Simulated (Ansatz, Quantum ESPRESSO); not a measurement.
**Ba: programs and potentials compared**

```
CELL_PARAMETERS angstrom
-2.50650 2.50650 2.50650
2.50650 -2.50650 2.50650
2.50650 2.50650 -2.50650
ATOMIC_POSITIONS crystal
Ba 0.00000 0.00000 0.00000
```

Alike in all runs: task band structure; functional PBEsol; k mesh 8 × 8 × 8; occupations fermi-dirac, width 0.05 eV; no spin polarisation; no spin-orbit coupling. Pressure is positive in compression and, in plane waves, holds the error of the finite cutoff, which Ansatz's Pulay term estimates and takes out.

```csv
program and potentials,plane-wave cutoff (eV),notes,pressure (GPa)
"Ansatz, Ansatz PAW",420,"potentials made for PBE, which Ansatz adapts in part",-0.71
"Quantum ESPRESSO, SG15 PBE 1.2",599,potentials made for PBE,-0.70
"Ansatz, all-electron LAPW, scalar-relativistic",-,-,-0.71
"Ansatz, PAW datasets made for the crystal",220,-,-0.71
```

The pressure spans -0.71 (Ansatz, Ansatz PAW) to -0.70 GPa (Quantum ESPRESSO, SG15 PBE 1.2), with all-electron results at -0.71.

Differences between rows come from potentials, basis sets and numerical settings, since the functional is the same but for its coding. Runs on potential files found faulty are left out.
